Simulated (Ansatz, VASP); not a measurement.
One calculation of Sb, two programs

INCAR

```
SYSTEM = Sb
PREC = Accurate
ENCUT = 520
EDIFF = 1E-6
ISMEAR = 0
SIGMA = 0.1
LREAL = .FALSE.
LASPH = .TRUE.
NELM = 80
ALGO = Normal
ISIF = 2
LWAVE = .FALSE.
LCHARG = .FALSE.
GGA = PS
NBANDS = 12
```

The input KPOINTS:

```
regular mesh
0
G
  6 6 6
  0 0 0
```

File POSCAR:

```
Sb
1.0
    2.1506000000      1.2416494900      3.7440000000
   -2.1506000000      1.2416494900      3.7440000000
    0.0000000000     -2.4832989800      3.7440000000
Sb
2
Direct
    0.2336400000      0.2336400000      0.2336400000
    0.7663600000      0.7663600000      0.7663600000
```

Input for Ansatz:

```yaml
crystal:
  lattice:
    - [2.1506, 1.24164949, 3.744]
    - [-2.1506, 1.24164949, 3.744]
    - [0.0, -2.48329898, 3.744]
  atoms:
    - { symbol: Sb, position: [0.23364, 0.23364, 0.23364] }
    - { symbol: Sb, position: [0.76636, 0.76636, 0.76636] }
basis:
  ecutwfc: 420
kpoints:
  mp_grid: { grid: [6, 6, 6] }
hamiltonian:
  xc: pbesol
  pseudopotentials: { kind: paw, azcp: { folder: soft_1 } }
scf:
  occupations: { method: gaussian, width: 0.1 }
output:
  forces: true
  stress: true
  eigenvalues: true
```

Alike in both runs: task single point; functional PBEsol; k mesh 6 × 6 × 6; occupations gaussian, width 0.1 eV; no spin polarisation.

|  | VASP | Ansatz |
| --- | --- | --- |
| version | VASP 6.6.1 | Ansatz 0.2.0 |
| potentials or method | VASP PAW PBE potentials, release 64 (Sb) | scalar-relativistic, plane waves, PAW |
| plane-wave cutoff (eV) | 520 | 420 |
| valence electrons in the cell | 10 | 30 |

```csv
,VASP,Ansatz,Ansatz less VASP
gap on the k mesh at the Fermi level (eV),none,none,-
pressure (GPa),0.6,0.4,-0.18
largest component of the traceless stress (GPa),0.24,0.20,-0.042
rms of the force components (eV/Å),0.052,0.022,-0.0300
```

Atom by atom the forces differ by 0.030 eV/Å (rms over components). A gap of «none» marks a metal or a gap that the smearing closes. The two sets of potentials don't hold the same shells in valence. Ansatz warned: «pseudo_functional_mismatch».

Caveats: the PAW data sets were made with another functional, which shifts forces and pressure a little (VASP). Spin-orbit coupling is left out, which matters for the levels of Sb.
